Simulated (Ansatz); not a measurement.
Take InN in the zinc blende structure (space group F-43m, No. 216; a = 5.049 Å) as the base. Axes: x, y, z lie along the cube axes.

Calculations: PBE in Ansatz (plane waves to 420 eV, PAW, without spin-orbit coupling), earlier PAW set.

Strains are applied to the cell and any free atomic positions relax; under biaxial strain the out-of-plane vector relaxes too; under stress the whole cell relaxes.

One change was made to it. Results:

```json
[
 {"quantity": "volume per atom", "base": "16.09 Å³", "after": "16.13 Å³"},
 {"quantity": "energy relative to the base (free energy F)", "base": "0 meV/atom", "after": "+0.6 meV/atom"},
 {"quantity": "band gap", "base": "zero", "after": "zero"}
]
```

Name the change that was made.
(A) biaxial strain −4.18 %, plane normal [001], relaxed out of plane
(B) uniaxial stress, 1 GPa tension along z
(C) biaxial strain +2.40 %, plane normal [110], relaxed out of plane

B, uniaxial stress, 1 GPa tension along z. For comparison, the energy relative to the base in the other runs: biaxial strain +2.40 %, plane normal [110], relaxed out of plane gives +13 meV/atom; biaxial strain −4.18 %, plane normal [001], relaxed out of plane gives +26 meV/atom.

A biaxial case was relaxed in a doubled cell and then solved in the primitive one. The mesh was chosen for an insulator and is coarse for the gapless case. Stability under load was not tested beyond the relaxation. All final runs are without spin polarisation. This is not the structure that InN has at room temperature and ambient pressure. The zero or small gap of InN can change with the level of theory.

Ansatz is a quantum-chemistry and plane-wave program.
